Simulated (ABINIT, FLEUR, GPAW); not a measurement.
## Fe: programs and potentials compared

```
CELL_PARAMETERS angstrom
-1.44300 1.44300 1.44300
1.44300 -1.44300 1.44300
1.44300 1.44300 -1.44300
ATOMIC_POSITIONS crystal
Fe 0.00000 0.00000 0.00000
```

Alike in all runs: task band structure; functional BLYP; k mesh 13 × 13 × 13; occupations fermi-dirac, width 0.05 eV; collinear spin, ferromagnetic start; no spin-orbit coupling. Pressure is positive in compression and, in plane waves, holds the error of the finite cutoff.

```csv
program and potentials,plane-wave cutoff (eV),notes,pressure (GPa),net moment per atom (μB)
"FLEUR, all-electron, FLAPW",-,-,-,2.20
"ABINIT, JTH PAW PBE v2.0",707,potentials made for PBE; 16 valence electrons an atom on average,-2.78,2.21
"GPAW, PAW data sets generated for this functional",600,8 valence electrons an atom on average,-3.14,2.18
```

The pressure spans -3.14 (GPAW, PAW data sets generated for this functional) to -2.78 GPa (ABINIT, JTH PAW PBE v2.0). The net moment per atom spans 2.18 (GPAW, PAW data sets generated for this functional) to 2.21 μB (ABINIT, JTH PAW PBE v2.0), with all-electron results at 2.20. The state is the one that the start led to, which needn't be the lowest.

The functional is the same throughout but for its coding, so the spread measures potentials, basis and numerics; runs on potential files found faulty are left out.

The three runs describe essentially the same ferromagnetic metal: the moments of 2.18 and 2.21 μB bracket the all-electron 2.20 μB. The moment comes mainly from exchange splitting of the iron d bands, which fills majority-spin states at the expense of minority-spin ones. Because these bands are itinerant and hybridise with the s and p states, the moment per atom need not be an integer, as it would be in a free atom. Its size agrees with the well-known moment of body-centred cubic iron.

Both computed pressures are negative, which suggests that the cell is somewhat expanded relative to equilibrium for this functional. Contraction would broaden the d bands and probably lower the moment slightly. The pressures differ relatively more than the moments, possibly because the two data sets treat the semicore shells differently. Without an all-electron pressure, the close agreement in moment doesn't show which data set gives the better equation of state.
